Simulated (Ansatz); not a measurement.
ZrH:

```
Zr H
1.0
    -1.64391    1.64391    2.50440
     1.64391   -1.64391    2.50440
     1.64391    1.64391   -2.50440
Zr H
1 1
Cartesian
  0.0000 0.0000 0.0000
  0.0000 1.6439 1.2522
```

The cell comes from a database or a generator and needn't be the stable form of this composition.

* Program: Ansatz 0.2.0
* Task: relaxation of cell and atoms
* Functional: PBEsol
* Dispersion: D3(BJ)-ATM
* Potentials or basis: Ansatz PAW
* Cutoff: 420 eV (not typed: the program's choice for these potentials)
* k mesh: 11 × 11 × 11
* Occupations: fermi-dirac, width 0.05 eV
* Spin: no spin polarisation

At the start: volume 13.54 Å³/atom.

Where does the relaxation end?

It ends after 5 steps and the volume is 12.65 Å³/atom (-6.5 %); space group I-4m2 (No. 119, to 0.05 Å).

Step by step:
| step | energy change (eV) | largest force (eV/Å) | volume (Å³) |
| --- | --- | --- | --- |
| 1 | 0.0000 | 0.0000 | 27.07 |
| 2 | -0.0421 | 0.0000 | 25.53 |
| 3 | -0.0432 | 0.0000 | 25.30 |
| 4 | -0.0433 | 0.0000 | 25.30 |
| 5 | -0.0426 | 0.0000 | 25.30 |

Final structure:
```
Zr H
1.0
    -1.59295    1.59295    2.49276
     1.59295   -1.59295    2.49276
     1.59295    1.59295   -2.49276
Zr H
1 1
Direct
  0.00000 0.00000 0.00000
  0.75000 0.25000 0.50000
```

Caveat: the plane-wave basis is chosen anew once the cell has moved, so the energies of steps on either side of that aren't comparable; pairwise dispersion overbinds metals, which lowers pressure and volume; the PAW data sets come from PBE, with cores solved anew for the run's functional, which leaves a small shift of forces and pressure.
